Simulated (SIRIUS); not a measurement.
# Ti (P6_3/mmc) in SIRIUS: reference runs, part 2 of 2

SIRIUS 7.12.0.

### Step 3. Single point, PBEsol (atoms moved at random)

sirius.json reads:

```json
{
  "control": {
    "processing_unit": "cpu",
    "std_evp_solver_name": "lapack",
    "gen_evp_solver_name": "lapack",
    "verbosity": 2,
    "print_forces": true,
    "ortho_rf": true,
    "use_second_variation": true,
    "rmt_max": 3.0,
    "num_bands_to_print": 23,
    "save_wf": true
  },
  "parameters": {
    "electronic_structure_method": "full_potential_lapwlo",
    "xc_functionals": ["XC_GGA_X_PBE_SOL", "XC_GGA_C_PBE_SOL"],
    "core_relativity": "dirac",
    "valence_relativity": "iora",
    "num_fv_states": 23,
    "smearing": "fermi_dirac",
    "smearing_width": 0.0018374661,
    "pw_cutoff": 20,
    "gk_cutoff": 3.67,
    "lmax_apw": 10,
    "lmax_rho": 8,
    "lmax_pot": 8,
    "num_mag_dims": 0,
    "auto_rmt": 0,
    "ngridk": [10, 10, 6],
    "shiftk": [0, 0, 0],
    "num_dft_iter": 80,
    "energy_tol": 1e-07,
    "density_tol": 1e-05,
    "use_symmetry": true
  },
  "settings": {"tol_ne": 1e-10},
  "iterative_solver": {"type": "exact"},
  "mixer": {"type": "anderson", "beta": 0.5, "max_history": 8},
  "unit_cell": {
    "lattice_vectors": [[5.5746920676, 0.0, 0.0], [-2.7873460338, 4.8278249489, 0.0], [0.0, 0.0, 8.8439182632]],
    "atom_types": ["Ti"],
    "atom_files": {"Ti": "Ti.json"},
    "atoms": {"Ti": [[0.686162, 0.32688, 0.748487], [0.337973, 0.672908, 0.24873]]}
  }
}
```

Ti.json reads:

```json
{
  "name": "titanium",
  "symbol": "Ti",
  "number": 22,
  "mass": 47.867,
  "rmin": 1e-06,
  "rmt": 2.4,
  "nrmt": 800,
  "rinf": 17.51,
  "core": "1s2s2p",
  "valence": [
    {"basis": [{"enu": 0.09, "dme": 0, "n": 0, "auto": 0}, {"enu": 0.09, "dme": 1, "n": 0, "auto": 0}]},
    {"l": 0, "n": 1, "basis": [{"enu": 0.19, "dme": 0, "n": 0, "auto": 0}]},
    {"l": 1, "n": 2, "basis": [{"enu": 0.19, "dme": 0, "n": 0, "auto": 0}]},
    {"l": 2, "n": 3, "basis": [{"enu": 0.19, "dme": 0, "n": 0, "auto": 0}]},
    {"l": 3, "n": 4, "basis": [{"enu": 0.19, "dme": 0, "n": 0, "auto": 0}]}
  ],
  "lo": [
    {"l": 0, "basis": [{"enu": 0.19, "dme": 0, "n": 0, "auto": 0}, {"enu": 0.19, "dme": 1, "n": 0, "auto": 0}]},
    {
      "l": 0,
      "basis": [{"enu": -1.9303, "dme": 0, "n": 3, "auto": 1}, {"enu": -1.9303, "dme": 1, "n": 3, "auto": 1}]
    },
    {
      "l": 0,
      "basis": [{"enu": -1.9303, "dme": 1, "n": 3, "auto": 1}, {"enu": 0.19, "dme": 0, "n": 0, "auto": 0}]
    },
    {"l": 0, "basis": [{"enu": 0.19, "dme": 0, "n": 0, "auto": 0}, {"enu": 2.9678, "dme": 0, "n": 0, "auto": 0}]},
    {"l": 1, "basis": [{"enu": 0.19, "dme": 0, "n": 0, "auto": 0}, {"enu": 0.19, "dme": 1, "n": 0, "auto": 0}]},
    {
      "l": 1,
      "basis": [{"enu": -1.0703, "dme": 0, "n": 3, "auto": 1}, {"enu": -1.0703, "dme": 1, "n": 3, "auto": 1}]
    },
    {
      "l": 1,
      "basis": [{"enu": -1.0703, "dme": 1, "n": 3, "auto": 1}, {"enu": 0.19, "dme": 0, "n": 0, "auto": 0}]
    },
    {"l": 1, "basis": [{"enu": 0.19, "dme": 0, "n": 0, "auto": 0}, {"enu": 3.3844, "dme": 0, "n": 0, "auto": 0}]},
    {"l": 2, "basis": [{"enu": 0.19, "dme": 0, "n": 0, "auto": 0}, {"enu": 0.19, "dme": 1, "n": 0, "auto": 0}]},
    {"l": 2, "basis": [{"enu": 0.19, "dme": 1, "n": 0, "auto": 0}, {"enu": 0.19, "dme": 2, "n": 0, "auto": 0}]},
    {"l": 2, "basis": [{"enu": 0.19, "dme": 0, "n": 0, "auto": 0}, {"enu": 2.8983, "dme": 0, "n": 0, "auto": 0}]},
    {"l": 3, "basis": [{"enu": 0.19, "dme": 0, "n": 0, "auto": 0}, {"enu": 0.19, "dme": 1, "n": 0, "auto": 0}]},
    {"l": 3, "basis": [{"enu": 0.19, "dme": 0, "n": 0, "auto": 0}, {"enu": 3.2108, "dme": 0, "n": 0, "auto": 0}]}
  ],
  "free_atom": [... radial grid and density of the free atom, the start of the SCF ...]
}
```

sirius_start.json reads:

```json
{
  "control": {
    "processing_unit": "cpu",
    "std_evp_solver_name": "lapack",
    "gen_evp_solver_name": "lapack",
    "verbosity": 1,
    "print_forces": false,
    "ortho_rf": true,
    "use_second_variation": true,
    "rmt_max": 3.0,
    "num_bands_to_print": 23,
    "save_wf": false
  },
  "parameters": {
    "electronic_structure_method": "full_potential_lapwlo",
    "xc_functionals": ["XC_LDA_X", "XC_LDA_C_PW"],
    "core_relativity": "dirac",
    "valence_relativity": "iora",
    "num_fv_states": 23,
    "smearing": "fermi_dirac",
    "smearing_width": 0.0055123983,
    "pw_cutoff": 20,
    "gk_cutoff": 2.93,
    "lmax_apw": 10,
    "lmax_rho": 8,
    "lmax_pot": 8,
    "num_mag_dims": 0,
    "auto_rmt": 0,
    "ngridk": [4, 4, 2],
    "shiftk": [0, 0, 0],
    "num_dft_iter": 30,
    "energy_tol": 0.01,
    "density_tol": 0.05,
    "use_symmetry": true
  },
  "settings": {"tol_ne": 1e-10},
  "iterative_solver": {"type": "exact"},
  "mixer": {"type": "anderson", "beta": 0.5, "max_history": 8},
  "unit_cell": {
    "lattice_vectors": [[5.5746920676, 0.0, 0.0], [-2.7873460338, 4.8278249489, 0.0], [0.0, 0.0, 8.8439182632]],
    "atom_types": ["Ti"],
    "atom_files": {"Ti": "Ti.json"},
    "atoms": {"Ti": [[0.686162, 0.32688, 0.748487], [0.337973, 0.672908, 0.24873]]}
  }
}
```

Potentials or basis: all-electron FP-LAPW, apw+lo standard.

On the command line:

```
$ OMP_NUM_THREADS=1 sirius.scf --input=sirius_start.json --output=start.json
$ OMP_NUM_THREADS=1 sirius.scf --input=sirius.json --output=output.json --task=1
```

Output:

```text
[info] SIRIUS version : 7.12.0
[info] number of MPI ranks           : 1
[info] MPI grid                      : 1 1
[info] maximum number of OMP threads : 1
[fft] FFT context for density and potential
[fft] =====================================
[fft]   plane wave cutoff                     : 20
[fft]   grid size                             : 40 40 60   total : 96000
[fft]   grid limits                           : -19 20   -19 20   -29 30
[fft]   number of G-vectors within the cutoff : 32187
[fft]   number of G-shells                    : 1663
[fft] FFT context for coarse grid
[fft] =====================================
[fft]   plane wave cutoff                     : 7.34
[fft]   grid size                             : 16 16 24   total : 6144
[fft]   grid limits                           : -7 8   -7 8   -11 12
[fft]   number of G-vectors within the cutoff : 1617
[fft]   number of G-shells                    : 116
[unit cell] lattice vectors
[unit cell]   a1 :       5.5746920676      0.0000000000      0.0000000000
[unit cell]   a2 :      -2.7873460338      4.8278249489      0.0000000000
[unit cell]   a3 :       0.0000000000      0.0000000000      8.8439182632
[unit cell] reciprocal lattice vectors
[unit cell]   b1 :       1.1270910090      0.6507262974     -0.0000000000
[unit cell]   b2 :       0.0000000000      1.3014525948      0.0000000000
[unit cell]   b3 :       0.0000000000     -0.0000000000      0.7104526659
[unit cell] unit cell volume :       238.02200974 [a.u.^3]
[unit cell] 1/sqrt(omega)    :         0.06481738
[unit cell] MT volume        :       115.81167158 (48.66%)
[unit cell] IT volume        :       122.21033816 (51.34%)
[... 599 lines left out ...]
[find] Efermi                         :       0.27788239
[find] iteration : 7, RMS (target) : 1.0246e-06 (1.0000e-05) , energy difference (target) : 1.2039e-09 (1.0000e-07)
[find] converged after 8 SCF iterations!
[find] Charges and magnetic moments
[find] --------------------------------------------------------------------------------
[find] atom      charge    core leakage
[find] --------------------------------------------------------------------------------
[find]    0   20.338711    6.031822e-10
[find]    1   20.338711    6.031822e-10
[find] total core leakage    : 1.20636442e-09
[find] interstitial charge   : 3.322577
[find] total charge          : 43.999999
[find] Energy
[find] --------------------------------------------------------------------------------
[find] valence_eval_sum               :     -16.61991231
[find] core_eval_sum                  :    -979.43157057
[find] kinetic energy                 :    1721.61038192
[find] enuc                           :   -2040.00784372
[find] <rho|V^{XC}>                   :    -107.78800956
[find] <rho|E^{XC}>                   :     -82.40734231
[find] <mag|B^{XC}>                   :       0.00000000
[find] <rho|V^{H}>                    :   -2609.87385524
[find] smearing (-TS)                 :      -0.00074677
[find] SCF correction                 :       0.00000030
[find] Total energy                   :   -1705.74173144 (Ha),   -3411.48346287 (Ry)
[find] Free energy (E-TS)             :   -1705.74247820 (Ha),   -3411.48495640 (Ry)
[find] band gap (eV)                  :       0.00000000
[find] Efermi                         :       0.27788239
[ground_state]
[ground_state] ==== total Forces in Ha/bohr =====
[ground_state] atom:    0, force:      -0.0017592      0.0009004      0.0000502
[ground_state] atom:    1, force:       0.0017592     -0.0009004     -0.0000502
[ground_state] ==== contribution from density =====
[ground_state] atom:    0, force:       0.0051863     -0.0026625     -0.0000090
[ground_state] atom:    1, force:      -0.0051863      0.0026625      0.0000090
[ground_state] ==== contribution from Hartree potential =====
[ground_state] atom:    0, force:      -0.0081998      0.0041808      0.0002777
[ground_state] atom:    1, force:       0.0081998     -0.0041808     -0.0002777
[ground_state] ==== contribution from IBS =====
[ground_state] atom:    0, force:       0.0012543     -0.0006179     -0.0002185
[ground_state] atom:    1, force:      -0.0012543      0.0006179      0.0002185
```

Wall time 3.5 min (1 thread of Arm Neoverse V2, shared host); peak memory 1 GiB.

Results:

```
Free energy                                       : -46415.6174 eV
Largest force                                     : 0.102 eV/Å
Band gap on the k mesh                            : none (metal or under the smearing width)
All electrons inside the program's atomic spheres : Ti 20.34 (radii Ti 2.4 bohr)
```

Forces in eV/Å, atoms in the order of the input:
```
Ti  -0.090  0.046  0.003
Ti   0.090 -0.046 -0.003
```

Levels at points of the mesh, in eV from the Fermi level:
```csv
k point,band 9,band 10,band 11,band 12,band 13,band 14,band 15,band 16
"(0.00, 0.00, 0.00)",-6.15,-2.64,0.73,0.75,0.82,0.85,1.26,1.31
"(0.50, 0.00, 0.00)",-2.28,-2.11,-1.75,-0.63,0.49,0.54,1.12,3.31
"(0.00, 0.50, 0.00)",-2.28,-2.11,-1.76,-0.63,0.49,0.55,1.13,3.31
"(0.50, 0.50, 0.00)",-2.38,-2.11,-1.91,-0.59,0.45,0.83,1.23,3.36
"(0.00, 0.00, 0.50)",-4.31,-4.31,0.09,0.10,0.67,0.67,0.72,0.72
"(0.50, 0.00, 0.50)",-2.52,-2.52,-0.78,-0.77,1.30,1.30,1.74,1.75
"(0.00, 0.50, 0.50)",-2.52,-2.52,-0.78,-0.78,1.30,1.30,1.75,1.75
"(0.50, 0.50, 0.50)",-2.46,-2.46,-0.83,-0.83,1.29,1.29,1.70,1.71
```
